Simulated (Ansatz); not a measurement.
# In (Im-3m) in Ansatz: notebook

One crystal, In, is run at these levels: PBE; tasks: single point.

Everything below comes from runs of Ansatz 0.2.0. Logs are shortened: lines on timing, memory, paths and dates and some standing lists are left out, and cuts for length are marked.

### 1 The crystal as given

It takes space group Im-3m (No. 229, cubic). Conventional cell: a = 3.765 Å, b = 3.765 Å, c = 3.765 Å, α = 90.00°, β = 90.00°, γ = 90.00°. In (site symmetry m-3m) is surrounded by 8 In at 3.26 Å.

This isn't the form of In at room conditions, which is tetragonal.

### 2 Single point, PBE

input.yaml reads:

```yaml
crystal:
  lattice:
    - [-1.88252524, 1.88252524, 1.88252524]
    - [1.88252524, -1.88252524, 1.88252524]
    - [1.88252524, 1.88252524, -1.88252524]
  atoms:
    - { symbol: In, position: [0.0, 0.0, 0.0] }
hamiltonian:
  xc: pbe
  pseudopotentials: { kind: paw }
kpoints:
  mp_grid: { grid: [10, 10, 10] }
scf:
  occupations: { method: gaussian, width: 0.015 }
output:
  forces: true
  stress: true
  eigenvalues: true
```

Potentials or basis: Ansatz PAW.

Run with:

```console
$ ansatz run input.yaml --threads 2 --pin off --max-ram 5632MiB --backend cpu --events-out ev --progress --plain --runs-dir out
```

What it wrote:

```text
Warning: RAYON_NUM_THREADS=2 ignored (pool sized by the plan → 2); use --threads N
Engine: ansatz 0.2.0, aarch64-unknown-linux-gnu
Pseudopotentials: kind: paw
Pseudopotential: In, paw, valence charge 13, recommended cutoff 420 eV (normal), In.paw.azcp
Functional definition: PBE
  parameter kappa = 0.804
  parameter beta = 0.06672455060314922
  exchange = pbe_x(kappa = kappa, mu = beta*pi^2/3)
  correlation = pbe_c(beta = beta)
Crystal: 1 atoms, lattice volume = 26.686 Å³
Basis set: ecut = 420 eV, 531 PW (Γ), exchange–correlation on 48×48×48 points (8 copies of the dense FFT grid, shifted against one another)
Bands: 11, of which v1, the nominal top of the filled ones, is band 7 counted from 1 (6 counted from 0)
Symmetry: 48 space group operations
Space group: Im-3m (ITA 229), of the structure as read, at distance tolerance 3.0e-5 Å
k-points: 47 of 1000
Non-local potential: In, projectors of the file, l = 0: 2, l = 1: 2, l = 2: 2, l = 3: 2
PAW form: soft (Blöchl's): semilocal exchange-correlation on the pseudo side does not see the compensation charge
PAW one-centre angular grid: In, 590 points (default); XC on 64 Gauss nodes
Initial density: superposition of atomic densities (neutral atoms: chi_scale 0, normalization atom), corrected by the library's trained network
Initial wavefunctions: pseudopotential atomic-orbital guess
Functional: x = pbe(κ = 0.804, μ = 0.2195149727645171), c = pbe(β = 0.06672455060314922)
SCF iter   1: F=—  HF=-5597.833708 eV  |F-HF|=—  |Δ(HF+E_count)|=         —  Δρ=7.64e-4  dr2=9.66e-5  ethr=1.77e-3  ⟨swp⟩=6.0  Hψ=3101  notcnv=0
preconditioner: auto → none  [insulator: Δε(μ)=0.030 eV  Ē_g=19.751 eV  σ=0.015 eV  W_gap=0.58  n_scr=12 (ndim 8)  ℏωp=25.9 eV  f_vac=0.000  D(μ)=4.76/eV (n_scr^D=78)  ε∞_Penn≈2.7]
SCF iter   2: F=—  HF=-5597.833218 eV  |F-HF|=—  |Δ(HF+E_count)|=   4.90e-4  Δρ=3.11e-4  dr2=1.51e-5  ethr=7.43e-7  ⟨swp⟩=2.6  Hψ=1297  notcnv=0  defer=1
SCF iter   3: F=—  HF=-5597.833236 eV  |F-HF|=—  |Δ(HF+E_count)|=   1.78e-5  Δρ=1.85e-4  dr2=5.31e-6  ethr=1.16e-7  ⟨swp⟩=2.0  Hψ=797  notcnv=0  defer=2
SCF iter   4: F=—  HF=-5597.833234 eV  |F-HF|=—  |Δ(HF+E_count)|=   2.25e-6  Δρ=6.51e-5  dr2=5.57e-7  ethr=4.09e-8  ⟨swp⟩=2.3  Hψ=765  notcnv=0  defer=2
iter 5 did not close the SCF: its close was put off for the readings that it lacked (scf_convergence_deferred on its scf_iter line)
SCF iter   5: F=-5597.833234 eV  HF=-5597.833234 eV  |F-HF|=2.73e-9  |Δ(HF+E_count)|=   1.15e-7  Δρ=4.87e-6  dr2=2.86e-9  ethr=4.29e-9  ⟨swp⟩=2.2  Hψ=787  notcnv=0  defer=2
SCF iter   6: F=-5597.833234 eV  HF=-5597.833234 eV  |F-HF|=5.18e-11  |Δ(HF+E_count)|=  3.30e-10  Δρ=5.56e-7  dr2=3.55e-11  ethr=2.20e-11  ⟨swp⟩=2.9  Hψ=1847  notcnv=0
SCF 1 converged in 6 iterations: F = -5597.833234 eV  dr2 = 3.55e-11
SCF converged after 6 iterations
Free energy (F): -5597.833234 eV
Harris-Foulkes:  -5597.833234 eV  (|F-HF|=5.18e-11)
Internal energy: -5597.832696 eV  (E = F + TS)
E sigma→0 (E₀):  -5597.832965 eV
Entropy (-TS):   -0.000538 eV (-0.538 meV/atom)
Fermi energy:    9.943858 eV
--- Per-component energies (eV) ---
  E_band       = -26.716475
  E_kinetic    = 241.171022
  E_local      = -1086.620001  (includes V_loc(G=0)·N_el)
  E_nonlocal   = 366.016598
  E_hartree    = 425.664506
  E_xc         = -216.031489
  E_vxc        = -100.001067  (∫ρ·V_xc dr)
  E_paw        = -4151.924229  (= ΣΔE_a)
  E_vpaw       = -298.611875  (= ΣTr[D̂ρ^β])
  E_aug_tail   = 0.000026  (compensation charges beyond the density's cutoff)
  E_ewald      = -1176.109129
  E_smearing   = -0.000538  (= −TS)
  E_closure    = 0.000000  (closes the sum)
  Σ components = -5597.833234   (vs F -5597.833234, Δ=0.00e0)
--- Forces (eV/Å), atoms counted from 1 ---
  atom   1  In    -0.00000000     0.00000000     0.00000000
  max |Σ_I F_I| component: 2.51e-31 eV/Å
--- Stress (GPa, compression-positive) ---
        1.520490       0.000000       0.000000
        0.000000       1.520490       0.000000
       -0.000000      -0.000000       1.520490
  P = ⅓ Tr σ = 1.5205 GPa (15.205 kbar)
--- Band table (eV; the first three rows and the last of 47) ---
  k-point 0: bands = ["-4.6780", "-4.6780", "-4.6780", "-4.4139", "-4.4139", "0.5807", "20.8867", "20.8867", "20.8867", "22.9170", "22.9170"]
  k-point 1: bands = ["-4.6882", "-4.6688", "-4.6389", "-4.4245", "-4.4143", "0.8092", "18.8100", "19.9108", "20.3587", "21.8754", "22.1893"]
  k-point 2: bands = ["-4.7148", "-4.6556", "-4.5347", "-4.4453", "-4.4151", "1.5026", "15.3487", "18.3300", "19.2008", "21.0426", "21.2409"]
  k-point 46: bands = ["-4.7786", "-4.7786", "-4.2896", "-4.2896", "-4.2896", "10.8820", "11.2504", "11.2504", "11.2504", "15.2269", "15.2269"]
```

Run time: 0.63 s. Hardware: 2 threads of Arm Neoverse V1, shared host; peak memory 0.27 GiB.

Results:

```yaml
Free_energy: -5597.8332 eV
Pressure: 1.5 GPa
Band_gap_on_the_k_mesh: none (metal or under the smearing width)
```

Levels at points of the mesh, in eV from the Fermi level:
| k point | band 3 | band 4 | band 5 | band 6 | band 7 | band 8 | band 9 | band 10 |
| --- | --- | --- | --- | --- | --- | --- | --- | --- |
| (0.00, 0.00, 0.00) | -14.62 | -14.36 | -14.36 | -9.36 | 10.94 | 10.94 | 10.94 | 12.97 |
| (0.00, 0.00, -0.50) | -14.37 | -14.36 | -14.19 | -3.88 | -3.07 | 5.88 | 7.31 | 10.04 |
| (-0.50, -0.50, -0.50) | -14.23 | -14.23 | -14.23 | 0.94 | 1.31 | 1.31 | 1.31 | 5.28 |

### 3 Single point, PBE

Edit input.yaml of step 2 so:

```diff
@@ -13,3 +13,3 @@
 scf:
-  occupations: { method: gaussian, width: 0.015 }
+  occupations: { method: gaussian, width: 0.016 }
 output:
@@ -18 +18,5 @@
   eigenvalues: true
+  write_density: true
+  write_potential: true
+  elf: true
+  volumetric_format: npy
```

Potentials or basis: Ansatz PAW.

Run with:

```console
$ ansatz run input.yaml --threads 2 --pin off --max-ram 5632MiB --backend cpu --events-out ev --progress --plain --runs-dir out
```

It took 0.81 s on 2 threads of Arm Neoverse V1, shared host; peak memory 0.27 GiB.

The run converged. Its results:

```yaml
Free_energy: -5597.8333 eV
Pressure: 1.5 GPa
Band_gap_on_the_k_mesh: none (metal or under the smearing width)
```

Levels at points of the mesh, in eV from the Fermi level:
```tsv
k point	band 2	band 3	band 4	band 5	band 6	band 7	band 8	band 9	band 10	band 11
(0.00, 0.00, 0.00)	-14.62	-14.62	-14.36	-14.36	-9.36	10.94	10.94	10.94	12.97	12.97
(0.00, 0.00, -0.50)	-14.66	-14.37	-14.36	-14.19	-3.88	-3.06	5.88	7.31	10.04	10.07
(-0.50, -0.50, -0.50)	-14.72	-14.23	-14.23	-14.23	0.94	1.31	1.31	1.31	5.28	5.28
```
